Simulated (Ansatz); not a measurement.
Crystal: ZrN.

```xyz
2
Lattice="0.0000 2.3000 2.3000 2.3000 0.0000 2.3000 2.3000 2.3000 0.0000" Properties=species:S:1:pos:R:3 pbc="T T T"
Zr    2.3000    2.3000    2.3000
N     0.0000    0.0000    0.0000
```

- Program: Ansatz 0.2.0
- Task: relaxation of cell and atoms
- Functional: HSEsol
- Potentials or basis: Ansatz PAW
- Cutoff: 420 eV (not typed: the program's choice for these potentials)
- k mesh: 5 × 5 × 5
- Occupations: fermi-dirac, width 0.05 eV
- Spin: no spin polarisation

At the start: volume 12.17 Å³/atom.

Question: Where does the relaxation end?

Answer: It ends after 7 steps and the volume is 11.66 Å³/atom (-4.1 %); space group Fm-3m (No. 225, to 0.05 Å).

Step by step:
```
step  energy change (eV)  largest force (eV/Å)  volume (Å³)
   1              0.0000                0.0000        24.33
   2             -0.0169                0.0000        22.60
   3             -0.0374                0.0000        23.39
   4             -0.0376                0.0000        23.34
   5             -0.0359                0.0000        23.34
   6             -0.0359                0.0000        23.33
   7             -0.0359                0.0000        23.33
```

Final structure:
```cif
data_structure
_symmetry_space_group_name_H-M 'P 1'
_symmetry_Int_Tables_number 1
_cell_length_a 3.2073
_cell_length_b 3.2073
_cell_length_c 3.2073
_cell_angle_alpha 60.000
_cell_angle_beta 60.000
_cell_angle_gamma 60.000
_cell_volume 23.33
loop_
_atom_site_label
_atom_site_type_symbol
_atom_site_fract_x
_atom_site_fract_y
_atom_site_fract_z
_atom_site_occupancy
Zr1 Zr 0.50000 0.50000 0.50000 1
N1 N 0.00000 0.00000 0.00000 1
```

Caveat: the k mesh is coarse (spacing up to 0.47 Å⁻¹), so the values aren't converged, least of all with exact exchange; the plane-wave basis is chosen anew once the cell has moved, so the energies of steps on either side of that aren't comparable; the pressure holds a Pulay correction of +0.3 GPa for the finite cutoff; the PAW data sets come from PBE, with cores solved anew for the run's functional, which leaves a small shift of forces and pressure.
